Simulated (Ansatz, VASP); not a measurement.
# NiPt in two plane-wave programs, part 2 of 2

Aim: how closely do two programs agree when they are given the same cell, functional and k mesh? The cell is taken from a series of runs on this material, whose earlier steps may have relaxed, scaled, displaced or heated it; both programs get it as it stands.

VASP 6.6.1 and Ansatz 0.2.0.

So far: Set-up; Ansatz: relaxation of cell and atoms, r2SCAN.

### 3. VASP: relaxation of cell and atoms, r2SCAN

Level of this step: r2SCAN, spin-polarised from a ferromagnetic start; plane waves and PAW (Ni, Pt) (VASP).

The same cell, functional, mesh and smearing now go to VASP, with its own data sets.

Lines of VASP's logs that name or quote its potential files are left out, and so is its time.

Input file INCAR:

```
SYSTEM = NiPt
PREC = Accurate
ENCUT = 660
EDIFF = 1E-07
NELM = 200
ISMEAR = 0
SIGMA = 0.1
LREAL = .FALSE.
ALGO = Normal
METAGGA = R2SCAN
LASPH = .TRUE.
NBANDS = 18
ISPIN = 2
MAGMOM = 0.97 0.39
LMAXMIX = 4
LORBIT = 11
LWAVE = .FALSE.
LCHARG = .FALSE.
ISIF = 3
IBRION = 2
NSW = 80
EDIFFG = -0.005
GGA_COMPAT = .FALSE.
NELMIN = 4
LMIXTAU = .TRUE.
KPAR = 2
```

Input file POSCAR:

```
NiPt
1.0
    2.7099400000      0.0000000000      0.0000000000
    0.0000000000      2.7099400000      0.0000000000
    0.0000000000      0.0000000000      3.5783200000
Ni Pt
1 1
Direct
    0.5000000000      0.5000000000      0.5000000000
    0.0000000000      0.0000000000      0.0000000000
```

Input file KPOINTS:

```
Automatic mesh
0
Gamma
14 14 10
0 0 0
```

The projector-augmented-wave data sets are Ni and Pt (PBE family, release 64).

The run is started by

```bash
$ mpirun -np 2 vasp_std
```

Numbers of over 12 decimals in the logs are rounded to 6 here.

Output:

```text
[banner, memory and clock lines left out]
running    2 mpi-ranks, on    1 nodes
 distrk:  each k-point on    1 cores,    2 groups
 distr:  one band on    1 cores,    1 groups

 POSCAR found type information on POSCAR NiPt
 POSCAR found :  2 types and       2 ions
|                                                                             |
|               ----> ADVICE to this user running VASP <----                  |
|                                                                             |
|     You enforced a specific xc type in the INCAR file but a different       |
|     [... a line on the potential file left out ...]
|     I HOPE YOU KNOW WHAT YOU ARE DOING!                                     |
|                                                                             |

 LDA part: xc-table for (None), standard interpolation
 POSCAR, INCAR and KPOINTS ok, starting setup
 FFT: planning ... GRIDC
 FFT: planning ... GRID_SOFT
 FFT: planning ... GRID
 WAVECAR not read
 entering main loop
       N       E                     dE             d eps       ncg     rms          rms(c)
DAV:   1     0.694536227261E+02    0.69454E+02   -0.11286E+04 15864   0.161E+03
DAV:   2    -0.635078756416E+02   -0.13296E+03   -0.12316E+03 15754   0.302E+02
DAV:   3    -0.691144978620E+02   -0.56066E+01   -0.54145E+01 17516   0.686E+01
DAV:   4    -0.691852791083E+02   -0.70781E-01   -0.70714E-01 17546   0.660E+00
DAV:   5    -0.691869775740E+02   -0.16985E-02   -0.16984E-02 17448   0.114E+00    0.172E+01
DAV:   6    -0.664505974821E+02    0.27364E+01   -0.16793E+01 16570   0.966E+01    0.209E+01
DAV:   7    -0.637495073420E+02    0.27011E+01   -0.61799E+00 19712   0.795E+01    0.694E+00
DAV:   8    -0.636931988530E+02    0.56308E-01   -0.36057E-01 18062   0.716E+00    0.304E+00
DAV:   9    -0.637053323811E+02   -0.12134E-01   -0.14413E-01 16754   0.704E+00    0.112E+00
DAV:  10    -0.637193619058E+02   -0.14030E-01   -0.31244E-02 16888   0.299E+00    0.419E-01
DAV:  11    -0.637217491781E+02   -0.23873E-02   -0.48401E-03 18548   0.103E+00    0.190E-01
DAV:  12    -0.637221069446E+02   -0.35777E-03   -0.45842E-04 18518   0.281E-01    0.114E-01
DAV:  13    -0.637221671063E+02   -0.60162E-04   -0.58354E-05 20600   0.157E-01    0.640E-02
DAV:  14    -0.637222454551E+02   -0.78349E-04   -0.10160E-04 18558   0.164E-01    0.273E-02
DAV:  15    -0.637222453462E+02    0.10881E-06   -0.12435E-05 19122   0.735E-02    0.112E-02
DAV:  16    -0.637222467936E+02   -0.14474E-05   -0.17154E-06 17826   0.214E-02    0.555E-03
DAV:  17    -0.637222481416E+02   -0.13479E-05   -0.50746E-07 16108   0.926E-03    0.212E-03
DAV:  18    -0.637222482468E+02   -0.10521E-06   -0.11398E-07  9560   0.583E-03    0.112E-03
DAV:  19    -0.637222480843E+02    0.16247E-06   -0.24922E-08  8018   0.269E-03    0.431E-04
DAV:  20    -0.637222479071E+02    0.17718E-06   -0.74725E-09  7964   0.124E-03    0.178E-04
DAV:  21    -0.637222478829E+02    0.24263E-07   -0.19924E-09  7938   0.510E-04
   1 F= -.63722248E+02 E0= -.63717359E+02  d E =-.637222E+02  mag=     1.2621
[...]
2 F= -.63722266E+02 E0= -.63717384E+02  d E =-.184700E-04  mag=     1.2613
[...]
3 F= -.63722268E+02 E0= -.63717388E+02  d E =-.202158E-04  mag=     1.2609
 curvature:  -0.76 expect dE=-0.249E-04 dE for cont linesearch -0.263E-08
 trial: gam= 1.19384 g(F)=  0.382E-61 g(S)=  0.328E-04 ort =-0.309E-06 (trialstep = 0.428E+00)
 search vector abs. value=  0.715E-04
 bond charge predicted
       N       E                     dE             d eps       ncg     rms          rms(c)
DAV:   1    -0.637223438637E+02   -0.75681E-04   -0.17783E-03 16956   0.406E-01    0.621E-02
DAV:   2    -0.637222977255E+02    0.46138E-04   -0.18786E-04 17916   0.305E-01    0.566E-02
DAV:   3    -0.637222945372E+02    0.31883E-05   -0.13570E-04 19010   0.326E-01    0.497E-02
DAV:   4    -0.637222787820E+02    0.15755E-04   -0.21224E-05 18040   0.125E-01    0.128E-02
DAV:   5    -0.637222771000E+02    0.16820E-05   -0.23596E-06 22842   0.197E-02    0.562E-03
DAV:   6    -0.637222771620E+02   -0.61980E-07   -0.40720E-07 16156   0.592E-03
   4 F= -.63722277E+02 E0= -.63717396E+02  d E =-.906331E-05  mag=     1.2613
 trial-energy change:   -0.000009  1 .order   -0.000008   -0.000014   -0.000001
 step:   0.4533(harm=  0.4724)  dis= 0.00000  next Energy=   -63.722277 (dE=-0.910E-05)
 reached required accuracy - stopping structural energy minimisation
```

OUTCAR, selected parts (step 3):

```text
ion  position               nearest neighbor table
   1  0.500  0.500  0.500-   2 2.62   2 2.62   2 2.62   2 2.62   2 2.62   2 2.62   2 2.62   2 2.62

  LATTYP: Found a simple tetragonal cell.
 ALAT       =     2.7099400000
 C/A-ratio  =     1.3204425190

 Subroutine GETGRP returns: Found 16 space group operations
 (whereof 16 operations were pure point group operations)

The static configuration has the point symmetry D_4h.

 Found    216 irreducible k-points:

   k-points           NKPTS =    216   k-points in BZ     NKDIM =    216   number of bands    NBANDS=     18

   dimension x,y,z NGX =    24 NGY =   24 NGZ =   30
   dimension x,y,z NGXF=    48 NGYF=   48 NGZF=   60

   ENCUT  =  660.0 eV  48.51 Ry    6.96 a.u.   5.68  5.68  7.50*2*pi/ulx,y,z

   NELECT =      20.0000    total number of electrons

 k-points in reciprocal lattice and weights: Automatic mesh
   0.00000000  0.00000000  0.00000000       0.001
   0.07142857  0.00000000  0.00000000       0.002
   0.14285714  0.00000000  0.00000000       0.002
   0.21428571  0.00000000  0.00000000       0.002
   0.28571429  0.00000000  0.00000000       0.002
   0.35714286  0.00000000  0.00000000       0.002
   0.42857143  0.00000000  0.00000000       0.002
   0.50000000  0.00000000  0.00000000       0.001
   0.07142857  0.07142857  0.00000000       0.002
[...]
0.50000000  0.42857143  0.50000000       0.002
   0.50000000  0.50000000  0.50000000       0.001

 average (electrostatic) potential at core
       1 -86.4525       2 -69.2798

 E-fermi :  10.1565

 spin component 1
 k-point     1 :       0.0000    0.0000    0.0000
  band No.  band energies     occupation
    ...
      7       8.0853      1.00000
      8       8.6503      1.00000
      9       9.6294      1.00000
     10       9.6294      1.00000
     11       9.6760      1.00000
     12      13.2999      0.00000
     13      21.3813      0.00000
     14      22.4340      0.00000
     15      22.4340      0.00000
     16      29.0109      0.00000
    ...

 k-point     2 :       0.0714    0.0000    0.0000
  band No.  band energies     occupation
    ...
      7       8.0561      1.00000
      8       8.6427      1.00000
      9       9.2736      1.00000
     10       9.5515      1.00000
     11       9.5958      1.00000
     12      13.7904      0.00000
     13      21.0111      0.00000
     14      21.9685      0.00000
     15      22.6915      0.00000
     16      29.1376      0.00000
    ...

 k-point     3 :       0.1429    0.0000    0.0000
  band No.  band energies     occupation
    ...
      7       7.9727      1.00000
      8       8.5599      1.00000
      9       8.6386      1.00000
     10       9.2239      1.00000
     11       9.4962      1.00000
     12      14.9162      0.00000
     13      19.4863      0.00000
     14      21.6813      0.00000
     15      23.4197      0.00000
     16      28.9799      0.00000
    ...

 k-point     4 :       0.2143    0.0000    0.0000
  band No.  band energies     occupation
    ...
      7       7.8456      1.00000
      8       7.8729      1.00000
      9       8.7063      1.00000
     10       8.8002      1.00000
     11       9.3350      1.00000
     12      16.3115      0.00000
     13      17.5741      0.00000
     14      21.5682      0.00000
     15      24.5181      0.00000
     16      27.8207      0.00000
    ...

 k-point     5 :       0.2857    0.0000    0.0000
  band No.  band energies     occupation
    ...
      7       7.6650      1.00000
      8       7.6855      1.00000
      9       8.3968      1.00000
     10       8.9425      1.00000
     11       9.1207      1.00000
     12      15.7371      0.00000
     13      17.8323      0.00000
     14      21.4980      0.00000
     15      25.8838      0.00000
     16      26.6754      0.00000
    ...

 k-point     6 :       0.3571    0.0000    0.0000
  band No.  band energies     occupation
    ...
      7       7.4980      1.00000
      8       7.5075      1.00000
      9       8.1018      1.00000
     10       8.8687      1.00000
     11       9.3715      1.00000
     12      14.1501      0.00000
     13      19.4013      0.00000
     14      21.4864      0.00000
     15      25.6959      0.00000
     16      27.0964      0.00000
    ...

  Total        0.0015684      0.0015684      0.0026872      0.0000000      0.0000000      0.0000000
  in kB        0.0956370      0.0956370      0.1638594      0.0000000      0.0000000      0.0000000
  external PRESSURE =       0.1183778 kB  Pullay stress =       0.0000000 kB

  energy-cutoff  :      660.00
  volume of cell :       26.27
      direct lattice vectors                 reciprocal lattice vectors
     2.707929074 -0.000000000 -0.000000000     0.369285891  0.000000000  0.000000000
     0.000000000  2.707929074  0.000000000     0.000000000  0.369285891  0.000000000
    -0.000000000 -0.000000000  3.583108153     0.000000000  0.000000000  0.279087306

 POSITION                                       TOTAL-FORCE (eV/Angst)
 -----------------------------------------------------------------------------------
      1.35396      1.35396      1.79155         0.000000      0.000000      0.000000
      2.70793      2.70793     -0.00000        -0.000000     -0.000000      0.000000
 -----------------------------------------------------------------------------------
    total drift:                                0.000000     -0.000000     -0.000000

  FREE ENERGIE OF THE ION-ELECTRON SYSTEM (eV)
  ---------------------------------------------------
  free  energy   TOTEN  =       -63.7222771620 eV

  energy  without entropy=      -63.7125141766  energy(sigma->0) =      -63.71739567

 reached required accuracy - stopping structural energy minimisation

 total charge
# of ion       s       p       d       tot
------------------------------------------
    1        0.447   0.470   8.308   9.225
    2        0.709   0.636   8.066   9.411
--------------------------------------------------
tot          1.156   1.107  16.374  18.636

 magnetization (x)
# of ion       s       p       d       tot
------------------------------------------
    1       -0.003  -0.015   0.941   0.923
    2       -0.006  -0.042   0.413   0.364
--------------------------------------------------
tot         -0.009  -0.057   1.354   1.287

[... 6 further parts left out ...]
```

CONTCAR:

```
NiPt
   1.00000000000000
     2.7079290744659290   -0.0000000000000000   -0.0000000000000000
     0.0000000000000000    2.7079290744659290    0.0000000000000000
    -0.0000000000000000   -0.0000000000000000    3.5831081534589853
  Ni              Pt
     1     1
Direct
     0.5000000000000000    0.5000000000000000    0.5000000000000000
     1.0000000000000000    1.0000000000000000    0.0000000000000000
```

The magnetic state follows from one typed start and may not be the lowest. SCAN-type functionals tend to overstate the moments of itinerant magnets. The run keeps the 16 symmetry operations of its start, so it cannot find a distortion of lower symmetry.

### 4. Comparison

Known differences besides the potentials themselves: VASP starts from the moments at which Ansatz ended; VASP keeps PBE cores, Ansatz makes them for the functional; the data sets hold 36 valence electrons in Ansatz (on its default PAW (the set named soft_2) files) and 20 in VASP; the cutoff is 500 eV in Ansatz and 660 eV in VASP; Ansatz adds a Pulay correction to the stress that steers its cell, VASP none; site moments are counted in spheres of each program's own size. Total energies have different zeros and are not compared.

Compared:

| quantity | Ansatz | VASP | difference |
| --- | --- | --- | --- |
| volume (Å³) | 26.24 | 26.27 | -0.14 % |
| edge a after relaxation, in the typed setting (Å) | 2.707 | 2.708 | -0.05 % |
| edge c after relaxation, in the typed setting (Å) | 3.582 | 3.583 | -0.04 % |
| total moment (μB) | 1.28 | 1.26 | +0.02 |
| moment on Ni1 (μB) | 0.97 | 0.92 | +0.05 |
| moment on Pt2 (μB) | 0.39 | 0.36 | +0.03 |

### 5. Results

```
difference in volume (relaxation of cell and atoms, r2SCAN) : -0.14 %
```

The difference in volume is -0.14 % (relaxation of cell and atoms, r2SCAN), within the 1.2 % picked in this series as the mark of a large difference, as far as the stopping tolerances let one tell. The data sets hold unlike numbers of valence electrons (36 in Ansatz and 20 in VASP), so part of the differences comes from the potentials. How closely two codes agree says nothing of how well the functional describes the real material.

[Lines on the potential files, build, host, timing and source positions are cut from VASP's logs without a mark.]

[Logs are printed without paths, hosts, clocks, repeated set-up lines and the standing remarks that a program may print on its own settings, such as how far it seeks lower states.]

[Hosts, paths, dates, database ids (printed as entryN), source tags and the programs' standing remarks are cut or masked in the printed files.]
